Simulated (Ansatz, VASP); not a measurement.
Given: the input of a run of Ansatz 0.2.0 on CuAu. 

File input.yaml:

```yaml
crystal:
  lattice:
    - [2.8107494552, 0.0, 0.0]
    - [0.0, 2.8107494552, 0.0]
    - [0.0, 0.0, 3.685]
  atoms:
    - { symbol: Au, position: [0.0, 0.0, 0.0] }
    - { symbol: Cu, position: [0.5, 0.5, 0.5] }
hamiltonian:
  xc: pbe
  pseudopotentials: { kind: paw }
kpoints:
  mp_grid: { grid: [9, 9, 7] }
scf:
  occupations: { method: gaussian, width: 0.02 }
output:
  forces: true
  stress: true
  eigenvalues: true
```

Potentials or basis: Ansatz PAW.

Launch:

```sh
$ ansatz run input.yaml --threads 1 --pin off --max-ram 3584MiB --backend cpu --events-out ev --progress --plain --runs-dir out
```

Q: What does the same run look like in VASP 6.6.1? Potentials or basis there: PBE PAW files Au_GW, Cu_GW, 550 eV.

A: As run (cutoffs and basis follow the program's own potentials, and thresholds, step limits or extra output files can differ):

The input INCAR:

```
PREC     = Accurate       # precision mode
ENCUT    = 550            # plane-wave cutoff, eV
EDIFF    = 1E-6           # SCF threshold, eV
ISMEAR   = 0              # smearing method
SIGMA    = 0.02           # smearing width, eV
LREAL    = F              # projectors in reciprocal space
LASPH    = T              # aspherical terms in the spheres
NELM     = 80             # most SCF steps
ALGO     = Normal         # electronic algorithm
ISIF     = 2              # what is computed and relaxed
LWAVE    = F              # write WAVECAR
LCHARG   = F              # write CHGCAR
GGA      = PE             # functional
```

File KPOINTS:

```
Automatic mesh
0
Gamma
  9 9 7
```

The input POSCAR:

```
CuAu
1.0
    2.8107494552      0.0000000000      0.0000000000
    0.0000000000      2.8107494552      0.0000000000
    0.0000000000      0.0000000000      3.6850000000
Au Cu
1 1
Cartesian
    0.0000000000      0.0000000000      0.0000000000
    1.4053747276      1.4053747276      1.8425000000
```

Potentials or basis: VASP PAW PBE potentials, release 64 (Au_GW, Cu_GW).

Launch:

```bash
$ cat potpaw_PBE.64/Au_GW/POTCAR potpaw_PBE.64/Cu_GW/POTCAR > POTCAR
$ mpirun -np 1 vasp_std > vasp.out
```

Both were run:

|  | Ansatz | VASP |
| --- | --- | --- |
| Pressure | 4.5 GPa | 3.6 GPa |

Ansatz's pressure holds a Pulay term of +0.09 GPa for its cutoff of 420 eV, which the other run lacks.

The potentials hold 38 and 22 valence electrons a cell.

Where Ansatz's input types no cutoff or centring, it takes its own default and a Γ-centred mesh.

Pressure is positive in compression.
